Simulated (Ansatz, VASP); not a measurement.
## Two plane-wave programs on RbBr

The input INCAR:

```
SYSTEM = RbBr
PREC = Accurate
ENCUT = 600
EDIFF = 1E-6
ISMEAR = 0
SIGMA = 0.15
LREAL = .False.
LASPH = .True.
NELM = 60
ALGO = Normal
ISIF = 3
LWAVE = .False.
LCHARG = .False.
GGA = PE
IBRION = 2
NSW = 36
EDIFFG = -0.08
```

KPOINTS

```
regular mesh
0
Gamma
  4 4 3
  0 0 0
```

File POSCAR:

```
RbBr
1.0
    4.4006850100      0.0000000000      0.0000000000
   -2.2003425100      3.8111050100      0.0000000000
    0.0000000000      0.0000000000      4.3601643500
Rb Br
1 1
Direct
    0.3333333300      0.6666666700      0.5000000000
    0.0000000000      0.0000000000      0.0000000000
```

Input for Ansatz:

```yaml
crystal:
  lattice:
    - [4.40068501, 0.0, 0.0]
    - [-2.20034251, 3.81110501, 0.0]
    - [0.0, 0.0, 4.36016435]
  atoms:
    - { symbol: Rb, position: [0.33333333, 0.66666667, 0.5] }
    - { symbol: Br, position: [0.0, 0.0, 0.0] }
basis:
  ecutwfc: 420
kpoints:
  mp_grid: { grid: [4, 4, 3] }
hamiltonian:
  xc: pbe
scf:
  occupations: { method: gaussian, width: 0.15 }
  lower_state_search: "off"
output:
  forces: true
  stress: true
  eigenvalues: true
relax:
  adjacent_minimum: "off"
  f_tol: 0.08
  max_steps: 16
  cell: { stress_tol: 0.8 }
```

Change from the starting cell: species swapped into the LuTe type (P-6m2, No. 187).

Alike in both runs: task relaxation of cell and atoms; functional PBE; k mesh 4 × 4 × 3; occupations gaussian, width 0.15 eV; no spin polarisation.

|  | VASP | Ansatz |
| --- | --- | --- |
| version | VASP 6.6.1 | Ansatz 0.2.0 |
| potentials or method | VASP PAW PBE potentials, release 64 (Rb_sv, Br) | scalar-relativistic, plane waves, PAW |
| plane-wave cutoff (eV) | 600 | 420 |
| valence electrons in the cell | 16 | 16 |

|  | VASP | Ansatz | Ansatz less VASP |
| --- | --- | --- | --- |
| gap on the k mesh at the Fermi level, each at its own relaxed structure (eV) | 3.94 | 4.00 | +0.057 |
| relaxed volume (Å³/atom) | 43.25 | 42.38 | -0.869 |
| relaxed cell length with the largest relative difference (Å) | 4.778 | 4.730 | -0.0476 |
| energy change over the relaxation (meV/atom) | -53 | -51 | +1.8 |

Caveats: the k mesh is coarse (spacing up to 0.48 Å⁻¹), so the values aren't converged; the volume moved by over 15 % at a fixed basis, so the end points are rough (VASP).
